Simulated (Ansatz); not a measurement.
PbS: a prediction, then the measurements

Theory: DFT PBE, scalar-relativistic, plane waves, PAW in Ansatz.

Settings: cutoff 420 eV, Γ-centred mesh 10×10×10 on the computed 2-atom cell, Gaussian smearing of 0.02 eV; no spin polarisation.

Relaxed structure:

```xyz
2
Lattice="0.0000 3.0050 3.0050 3.0050 0.0000 3.0050 3.0050 3.0050 0.0000" Properties=species:S:1:pos:R:3 pbc="T T T"
Pb    0.0000    0.0000    0.0000
S     3.0050    3.0050    3.0050
```

- Space group: Fm-3m (No. 225)
- Volume per atom: 27.13 Å³
- Formation energy from the elements' standard states (uncorrected): -0.550 eV/atom
- Kohn–Sham band gap: 0.49 eV, direct at L
- Orbital (Löwdin) character of the top 1 eV of the valence band: S 3p 72 %, Pb 6s 17 %, Pb 6p 8 %
- Orbital (Löwdin) character of the lowest 1 eV of the conduction band: Pb 6p 70 %, S 3s 15 %, S 3p 10 %
- Electron masses at the edge by direction of the standard setting (m_e; one valley, along these axes only; no spin-orbit coupling): x: 0.16; y: 0.16; z: 0.16
- Hole masses at the edge by direction of the standard setting (m_e; one valley, along these axes only; no spin-orbit coupling): x: 0.15; y: 0.15; z: 0.15
- Bader charge by site (e): Pb (1 in the cell) 1.01, S (1 in the cell) -1.01

Spin-orbit coupling is left out, which matters for the bands of heavy elements.

**Against measurements.**

Measured lattice constant a of PbS: 5.936 Å (300 K; a printed reference work (data compilation)). This calculation gives 6.010 Å (+1.2 %). The calculation is for 0 K without zero-point motion. A measured band gap of PbS is 0.28 eV (0 K; a printed reference work (data compilation)); the calculated 0.49 eV exceeds it by 0.21 eV. Kohn–Sham gaps of semilocal functionals fall short of measured ones as a rule; spin-orbit coupling, left out here, usually narrows the gap of heavy-element compounds and can turn the error's sign.

The cell was relaxed from a distorted copy of a database structure. Löwdin shares on free-atom orbitals overweight diffuse shells in the empty bands.
